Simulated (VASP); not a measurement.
# Cl (Cmce) in VASP: electric field gradients with r2SCAN

Aim: the electric field gradients of Cl with r2SCAN.

Program: VASP 6.6.1. These are calculated values, not measurements. Logs are shortened: lines on timing, memory, paths and dates and some standing lists are left out, and cuts for length are marked.

## Step 1: The structure

Symmetry: Cmce, No. 64, orthorhombic system. The conventional cell has a = 6.290 Å, b = 4.500 Å, c = 8.210 Å, α = 90.00°, β = 90.00°, γ = 90.00°. Cl (site symmetry m) is surrounded by 1 Cl at 2.02 Å.

## Step 2: Electric field gradients, r2SCAN

File INCAR:

```
ALGO = Normal ; EDIFF = 1E-7
ENCUT = 520 ; ISIF = 2
ISMEAR = -1 ; LASPH = T
LCHARG = F ; LEFG = T
LMIXTAU = T ; LREAL = F
LWAVE = F ; METAGGA = R2SCAN
NELM = 80 ; PREC = Accurate
SIGMA = 0.02
```

File KPOINTS:

```
k-points
0
Gamma
  6 6 3
```

File POSCAR:

```
Cl
1.0
    3.1450000000     -2.2500000000      0.0000000000
    3.1450000000      2.2500000000      0.0000000000
    0.0000000000      0.0000000000      8.2100000000
Cl
4
Direct
    0.8700000000      0.1300000000      0.1000000000
    0.6300000000      0.3700000000      0.6000000000
    0.1300000000      0.8700000000      0.9000000000
    0.3700000000      0.6300000000      0.4000000000
```

Potentials or basis: VASP PAW PBE potentials, release 64 (Cl).

Run with:

```console
> cat potpaw_PBE.64/Cl/POTCAR > POTCAR
> mpirun -np 1 vasp_std > vasp.out
```

OUTCAR:

```text
EDIFF = 1E-7
   ENCUT = 520
   ISIF = 2
   ISMEAR = -1
   LASPH = T
   LREAL = F
   METAGGA = R2SCAN
   NELM = 80
   PREC = Accurate

 ion  position               nearest neighbor table
   1  0.870  0.130  0.100-   3 2.02
   2  0.630  0.370  0.600-   4 2.02
   3  0.130  0.870  0.900-   1 2.02
   4  0.370  0.630  0.400-   2 2.02

  LATTYP: Found a base centered orthorhombic cell.
 ALAT       =     4.5000000000
 B/A-ratio  =     1.3977777778
 C/A-ratio  =     1.8244444444

  Lattice vectors:

 A1 = (  -3.1450000000,  -2.2500000000,   0.0000000000)
 A2 = (   3.1450000000,  -2.2500000000,   0.0000000000)
 A3 = (   0.0000000000,   0.0000000000,   8.2100000000)

Analysis of symmetry for initial positions (statically):
=====================================================================
 Subroutine PRICEL returns:
 Original cell was already a primitive cell.

 Routine SETGRP: Setting up the symmetry group for a
 base centered orthorhombic supercell.

 Subroutine GETGRP returns: Found  8 space group operations
 (whereof  4 operations were pure point group operations)
 out of a pool of  8 trial point group operations.

The static configuration has the point symmetry C_2h.
 The point group associated with its full space group is D_2h.

Analysis of symmetry for dynamics (positions and initial velocities):
=====================================================================
 Subroutine PRICEL returns:
 Original cell was already a primitive cell.

 Routine SETGRP: Setting up the symmetry group for a
 base centered orthorhombic supercell.

 Subroutine GETGRP returns: Found  8 space group operations
 (whereof  4 operations were pure point group operations)
 out of a pool of  8 trial point group operations.

The dynamic configuration has the point symmetry C_2h.
 The point group associated with its full space group is D_2h.

 Subroutine INISYM returns: Found  8 space group operations
 (whereof  4 operations are pure point group operations),
 and found     1 'primitive' translations

----------------------------------------------------------------------------------------

                                     Primitive cell

  volume of cell :     116.1920

  direct lattice vectors                    reciprocal lattice vectors
     3.145000000 -2.250000000  0.000000000     0.158982512 -0.222222222  0.000000000
     3.145000000  2.250000000  0.000000000     0.158982512  0.222222222  0.000000000
     0.000000000  0.000000000  8.210000000     0.000000000  0.000000000  0.121802680

  length of vectors
     3.866978795  3.866978795  8.210000000     0.273236445  0.273236445  0.121802680

  position of ions in fractional coordinates (direct lattice)
     0.870000000  0.130000000  0.100000000
     0.630000000  0.370000000  0.600000000
     0.130000000  0.870000000  0.900000000
     0.370000000  0.630000000  0.400000000

  ion indices of the primitive-cell ions
   primitive index   ion index
                 1           1
                 2           2
                 3           3
                 4           4

----------------------------------------------------------------------------------------

 KPOINTS: k-points

Automatic generation of k-mesh.
 Grid dimensions read from file:
 generate k-points for:    6    6    3

 Generating k-lattice:

  Cartesian coordinates                     Fractional coordinates (reciprocal lattice)
     0.026497085 -0.037037037  0.000000000     0.166666667  0.000000000  0.000000000
     0.026497085  0.037037037  0.000000000     0.000000000  0.166666667  0.000000000
     0.000000000  0.000000000  0.040600893     0.000000000  0.000000000  0.333333333

  Length of vectors
     0.045539408  0.045539408  0.040600893

  Shift w.r.t. Gamma in fractional coordinates (k-lattice)
     0.000000000  0.000000000  0.000000000

 Subroutine IBZKPT returns following result:
 ===========================================

 Found     26 irreducible k-points:

 Following reciprocal coordinates:
            Coordinates               Weight
  0.000000  0.000000  0.000000      1.000000
  0.166667 -0.000000  0.000000      4.000000
  0.333333 -0.000000  0.000000      4.000000
  0.500000 -0.000000  0.000000      2.000000
  0.166667  0.166667  0.000000      2.000000
  0.333333  0.166667  0.000000      4.000000
[... 16 lines left out ...]
  0.333333  0.333333  0.333333      4.000000
  0.500000  0.333333  0.333333      8.000000
 [... further k-points ...]
   k-points           NKPTS =     26   k-points in BZ     NKDIM =     26   number of bands    NBANDS=     18
   number of dos      NEDOS =    301   number of ions     NIONS =      4
   total plane-waves  NPLWV =  57600
   dimension x,y,z NGX =    30 NGY =   30 NGZ =   64
   dimension x,y,z NGXF=    60 NGYF=   60 NGZF=  128
   ions per type =               4
   NGX,Y,Z   is equivalent  to a cutoff of  12.90, 12.90, 12.96 a.u.
   NGXF,Y,Z  is equivalent  to a cutoff of  25.79, 25.79, 25.92 a.u.
 SYSTEM =  unknown system
   PREC   = accura    normal or accurate (medium, high low for compatibility)
   ISTART =      0    job   : 0-new  1-cont  2-samecut
   ICHARG =      2    charge: 1-file 2-atom 10-const
   ISPIN  =      1    spin polarized calculation?
   LNONCOLLINEAR =      F non collinear calculations
   LSORBIT =      F    spin-orbit coupling
   LASPH  =      T    aspherical Exc in radial PAW
   ENCUT  =  520.0 eV  38.22 Ry    6.18 a.u.   7.19  7.19 15.27*2*pi/ulx,y,z
   NELM   =     80;   NELMIN=  2; NELMDL= -5     # of ELM steps
   EDIFF  = 0.1E-06   stopping-criterion for ELM
   LREAL  =      F    real-space projection
   EDIFFG = 0.1E-05   stopping-criterion for IOM
   NSW    =      0    number of steps for IOM
   IBRION =     -1    ionic relax: 0-MD 1-quasi-New 2-CG
   NFREE  =      0    steps in history (QN), initial steepest desc. (CG)
   ISIF   =      2    stress and relaxation
   ISYM   =      2    0-nonsym 1-usesym 2-fastsym
   POTIM  = 0.5000    time-step for ionic-motion
   TEBEG  =    0.0;   TEEND  =   0.0 temperature during run
   PSTRESS=    0.0 pullay stress
   NELECT =      28.0000    total number of electrons
   NUPDOWN=      -1.0000    fix difference up-down
   EMIN   =  10.00;   EMAX   =-10.00  energy-range for DOS
   EFERMI =   0.00;   METHOD = LEGACY
   ISMEAR =    -1;   SIGMA  =   0.02  broadening in eV -4-tet -1-fermi 0-gaus
   EFERMI_NEDOS =   21; number of points for ismear=-14 and -15
   IALGO  =     38    algorithm
   IMIX   =      4    mixing-type and parameters
     AMIX     =   0.40;   BMIX     =  1.00
     AMIX_MAG =   1.60;   BMIX_MAG =  1.00
  volume/ion in A,a.u.               =      29.05       196.03
  Fermi-wavevector in a.u.,A,eV,Ry     =   1.018753  1.925163 14.120900  1.037857
  Thomas-Fermi vector in A             =   2.152228
   LORBIT       =      0    0 simple, 1 ext, 2 COOP (PROOUT), +10 PAW based schemes
   METAGGA = R2SCAN    functional components
   LHFCALC =     F    Hartree Fock is set to
   AEXX    =    0.0000 exact exchange contribution
   IVDW    =     0    specifies the selected vdW correction
   LEPSILON=     F    determine dielectric tensor
   LRPA    =     F    only Hartree local field effects (RPA)
 non-spin polarized calculation
  energy-cutoff  :      520.00
  volume of cell :      116.19
 maximum number of plane-waves:      3162
 NGX is ok and might be reduce to    30
   NGX = 15   NGY = 15   NGZ = 31

 number of electron      27.9999999 magnetization

 Free energy of the ion-electron system (eV)
  ---------------------------------------------------
  ext. energy  EPLUGINS =         0.00000000
  ---------------------------------------------------
  free energy    TOTEN  =       -24.57376546 eV

  energy without entropy =      -24.57376546  energy(sigma->0) =      -24.57376546

 E-fermi :  -0.5811     XC(G=0):  -8.1693

 val. band max:       -1.0171791470   @ k =   0.5000   0.5000   0.0000
 cond. band min:       1.8731892789   @ k =   0.0000   0.0000   0.0000
 fundamental gap:      2.8903684259
 Fermi energy:        -0.5811107324

 k-point     1 :       0.0000    0.0000    0.0000
  band No.  band energies     occupation
      1     -18.3081      2.00000
      2     -18.0993      2.00000
      3     -14.1382      2.00000
      4     -13.5833      2.00000
      5      -6.4360      2.00000
      6      -5.6165      2.00000
[... 481 lines left out ...]
      5      -6.1667      2.00000
      6      -5.9648      2.00000
[... 10 lines left out ...]
     17       8.5551      0.00000
     18       8.7565      0.00000

 [... further k-points ...]
[... 5 lines left out ...]
  --------------------------------------------------------------------------------------
  -------------------------------------------------------------------------------------
  Total        0.0353771     -0.8890927     -1.5198902      0.0000000     -0.0000000      0.0000000
  in kB        0.4878161    -12.2597420    -20.9578374      0.0000000     -0.0000000      0.0000000
  external PRESSURE =     -10.9099211 kB  Pullay stress =       0.0000000 kB

 VOLUME and BASIS-vectors are now :
 -----------------------------------------------------------------------------
  energy-cutoff  :      520.00
  volume of cell :      116.19
      direct lattice vectors                 reciprocal lattice vectors
     3.145000000 -2.250000000  0.000000000     0.158982512 -0.222222222  0.000000000
     3.145000000  2.250000000  0.000000000     0.158982512  0.222222222  0.000000000
     0.000000000  0.000000000  8.210000000     0.000000000  0.000000000  0.121802680

 POSITION                                       TOTAL-FORCE (eV/Angst)
 -----------------------------------------------------------------------------------
      3.14500     -1.66500      0.82100         0.000000     -0.278445     -0.259418
      3.14500     -0.58500      4.92600         0.000000      0.278445     -0.259418
      3.14500      1.66500      7.38900         0.000000      0.278445      0.259418
      3.14500      0.58500      3.28400         0.000000     -0.278445      0.259418
 -----------------------------------------------------------------------------------
    total drift:                                0.000000     -0.000000     -0.000000

  FREE ENERGIE OF THE ION-ELECTRON SYSTEM (eV)
  ---------------------------------------------------
  free  energy   TOTEN  =       -24.5737654614 eV

  energy  without entropy=      -24.5737654614  energy(sigma->0) =      -24.57376546

 Electric field gradients (V/A^2)
---------------------------------------------------------------------
 ion       V_xx      V_yy      V_zz      V_xy      V_xz      V_yz
---------------------------------------------------------------------
   1    -284.408     8.163   276.245     0.000    -0.000   377.966
   2    -284.408     8.163   276.245     0.000     0.000  -377.966
   3    -284.408     8.163   276.245    -0.000     0.000   377.966
   4    -284.408     8.163   276.245    -0.000    -0.000  -377.966
---------------------------------------------------------------------

 Electric field gradients after diagonalization (V/A^2)
 (convention: |V_zz| > |V_xx| > |V_yy|)
----------------------------------------------------------------------
 ion       V_xx      V_yy      V_zz     asymmetry (V_yy - V_xx)/ V_zz
----------------------------------------------------------------------
   1    -284.408  -258.827   543.235       0.047
   2    -284.408  -258.827   543.235       0.047
   3    -284.408  -258.827   543.235       0.047
   4    -284.408  -258.827   543.235       0.047
----------------------------------------------------------------------

           NMR quadrupolar parameters

 Cq : quadrupolar parameter    Cq=e*Q*V_zz/h
 eta: asymmetry parameters     (V_yy - V_xx)/ V_zz
 Q  : nuclear electric quadrupole moment in mb (millibarn)
----------------------------------------------------------------------
 ion       Cq(MHz)       eta       Q (mb)
----------------------------------------------------------------------
   1       1.314       0.047       1.000
   2       1.314       0.047       1.000
   3       1.314       0.047       1.000
   4       1.314       0.047       1.000
----------------------------------------------------------------------
```

Run time: 3.5 min. Hardware: 1 thread of Intel Xeon Platinum 8375C at 2.90GHz (Ice Lake), shared host; peak memory 0.24 GiB.

Results:

```yaml
Free_energy: -24.5738 eV
Pressure: -1.1 GPa
Largest_force: 0.381 eV/Å
Band_gap_on_the_k_mesh: 2.89 eV, indirect (least direct gap 2.95 eV)
```

Forces on the atoms (eV/Å):
```
Cl   0.000 -0.278 -0.259
Cl   0.000  0.278 -0.259
Cl   0.000  0.278  0.259
Cl   0.000 -0.278  0.259
```

Levels at points of the mesh, in eV from the valence-band top:
| k point | band 10 | band 11 | band 12 | band 13 | band 14 | band 15 | band 16 | band 17 | band 18 |
| --- | --- | --- | --- | --- | --- | --- | --- | --- | --- |
| (0.00, 0.00, 0.00) | -2.24 | -0.70 | -0.40 | -0.15 | -0.06 | 2.89 | 3.46 | 7.61 | 8.22 |
| (0.50, 0.00, 0.00) | -2.54 | -0.50 | -0.50 | -0.14 | -0.14 | 3.26 | 3.26 | 9.00 | 9.00 |
| (0.50, 0.50, 0.00) | -2.91 | -0.97 | -0.90 | -0.36 | 0.00 | 2.96 | 3.15 | 9.26 | 9.38 |

Electric field gradients, principal values (V/Å²):
```
atom       Vxx       Vyy      Vzz
1 Cl  -258.827  -284.408  543.235
2 Cl  -258.827  -284.408  543.235
3 Cl  -258.827  -284.408  543.235
4 Cl  -258.827  -284.408  543.235
```

Caveat: the PAW data sets were made with another functional, which shifts forces and pressure a little; an odd mesh through Γ misses points on the zone boundary, where band edges often lie.
